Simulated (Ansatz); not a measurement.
# LiF: the band gap up the ladder of functionals

The gap of the known phase of LiF (Fm-3m) with 2 atoms a cell is computed at one geometry with PBE, r2SCAN, HSE06, PBE0, LDA, G0W0, DDH-PBE0, r2SCANh, LC-ωPBE.

Code: Ansatz 0.2.0. PAW datasets, plane waves. Calculated at 0 K for a non-magnetic cell.

## (1) The system as given

The cell was relaxed beforehand with r2SCAN.

Space group Fm-3m (No. 225), cubic; a = 3.990 Å in the conventional setting, 7.94 Å³ an atom. Li has 6 F at 1.99 Å; F has 6 Li at 1.99 Å.

As a file:

```xyz
2
Lattice="0.0000 1.9949 1.9949 1.9949 0.0000 1.9949 1.9949 1.9949 0.0000" Properties=species:S:1:pos:R:3 pbc="T T T"
Li    0.0000    0.0000    0.0000
F     1.9949    1.9949    1.9949
```

## (2) PBE bands along the symmetry lines

input.yaml reads:

```yaml
crystal:
  lattice:
    - [0.0, 1.9948691812, 1.9948691812]
    - [1.9948691812, 0.0, 1.9948691812]
    - [1.9948691812, 1.9948691812, 0.0]
  atoms:
    - { symbol: Li, position: [0.0, 0.0, 0.0] }
    - { symbol: F, position: [0.5, 0.5, 0.5] }
kpoints:
  mp_grid: { grid: [10, 10, 10] }
  band_path:
    path:
      - [[0.0, 0.0, 0.0], [0.5, -3.33647428142e-34, 0.5], [0.625, 0.25, 0.625]]
      - [[0.375, 0.375, 0.75], [0.0, 0.0, 0.0], [0.5, 0.5, 0.5], [0.5, 0.25, 0.75], [0.5, -3.33647428142e-34, 0.5]]
    npoints: 10
hamiltonian:
  xc: pbe
scf:
  occupations: { method: fermi_dirac, width: 0.02 }
  n_extra_bands: 4
output:
  forces: true
  stress: true
  eigenvalues: true
```

Launch:

```sh
> ansatz run input.yaml --threads 1 --pin off --max-ram 2304MiB --backend cpu --events-out ev --progress --plain --runs-dir out
```

Further steps of the session: r2SCAN at the same geometry; HSE06 at the same geometry; PBE0 at the same geometry; LDA at the same geometry; Quasiparticle levels, G0W0@PBE; Quasiparticle levels, G0W0@PBE; DDH-PBE0 at the same geometry; r2SCANh; Single point with LC-ωPBE.

Before running it: what results should come out? Wanted: for each run, gap; kind; from PBE.

The runs gave:

```
                     level  gap (eV)                     kind  from PBE (eV)
                       PBE      9.35  (0.04, 0.04, 0.08) to Γ              0
                    r2SCAN     10.33  (0.04, 0.04, 0.07) to Γ          +0.98
                     HSE06     11.67  (0.04, 0.04, 0.07) to Γ          +2.32
                      PBE0     12.43  (0.04, 0.04, 0.07) to Γ          +3.08
                       LDA      9.10  (0.04, 0.04, 0.07) to Γ          -0.25
 G0W0@PBE (47 empty bands)     13.50      PBE path plus shift          +4.15
G0W0@PBE (117 empty bands)     13.76      PBE path plus shift          +4.41
                  DDH-PBE0     15.38  (0.04, 0.04, 0.07) to Γ          +6.03
                   r2SCANh     11.42  (0.04, 0.04, 0.07) to Γ          +2.07
                   LC-ωPBE     17.53     direct, Γ, mesh only          +8.18
```

Meshes: PBE 10×10×10, r2SCAN 10×10×10, HSE06 8×8×8, PBE0 8×8×8, LDA 10×10×10, DDH-PBE0 8×8×8, r2SCANh 8×8×8, LC-ωPBE 8×8×8. Gaps marked «mesh only» don't see the path that PBE's does.

What this shows: The gap runs from 9.10 eV (LDA) to 17.53 eV (LC-ωPBE). Against G0W0@PBE, PBE is short by 4.41 eV, at 68 % of it, and r2SCAN 75 %. PBE0 lies 0.76 eV above HSE06, which differs from it by screening the long-range exchange. G0W0 here is at a finite number of bands, screening cutoff and k mesh, not at the basis limit. All values are for fixed nuclei; lattice motion, which mostly narrows measured gaps, is not included.
